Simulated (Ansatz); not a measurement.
# AlGaAs2: the cost of one run

Method: DFT PBE, scalar-relativistic, plane waves, PAW, in Ansatz 0.2.0.

## 1. The structure to begin with

Symmetry: P6mm, No. 183, hexagonal system. Conventional cell: a = 4.578 Å, b = 4.578 Å, c = 5.500 Å, α = 90.00°, β = 90.00°, γ = 120.00°. Al (site symmetry 6mm) has 2 Ga at 2.69 to 2.81 Å as nearest neighbours. Ga (site symmetry 6mm) has 2 Al at 2.69 to 2.81 Å and 6 As at 2.87 Å as nearest neighbours. Around As (site symmetry 3m) lie 3 As at 2.64 Å and 3 Ga at 2.87 Å.

As a file:

```xyz
4
Lattice="4.5779 0.0000 0.0000 -2.2889 3.9645 0.0000 0.0000 0.0000 5.4997" Properties=species:S:1:pos:R:3 pbc="T T T"
Al    0.0000    0.0000    4.9797
Ga    0.0000    0.0000    2.2897
As    0.0000    2.6430    1.1616
As    2.2889    1.3215    1.1616
```

Recipe of the guess: random cell by space group and Wyckoff sites (P6mm, No. 183). Its size is a rough estimate.

## 2. A first look at the guess

input.yaml

```yaml
crystal:
  lattice:
    - [4.57785898, 0.0, 0.0]
    - [-2.28892949, 3.96454217, 0.0]
    - [0.0, 0.0, 5.49966028]
  atoms:
    - { symbol: Al, position: [0.0, 0.0, 0.90546378] }
    - { symbol: Ga, position: [0.0, 0.0, 0.41634059] }
    - { symbol: As, position: [0.33333333, 0.66666667, 0.21120792] }
    - { symbol: As, position: [0.66666667, 0.33333333, 0.21120792] }
basis:
  ecutwfc: 420
kpoints:
  mp_grid: { grid: [6, 6, 4] }
hamiltonian:
  xc: pbe
scf:
  occupations: { method: gaussian, width: 0.1 }
  lower_state_search: "off"
output:
  forces: true
  stress: true
  eigenvalues: true
```

Command:

```console
> ansatz run input.yaml --threads 1 --pin off --max-ram 2560MiB --backend cpu --events-out ev --progress --plain --runs-dir out
```

**Question.** How long does this run take on 1 thread of Intel Xeon Platinum 8559C (Emerald Rapids), shared host, and how much memory does it need?

About 2.4 s, with a peak of 0.4 GiB.
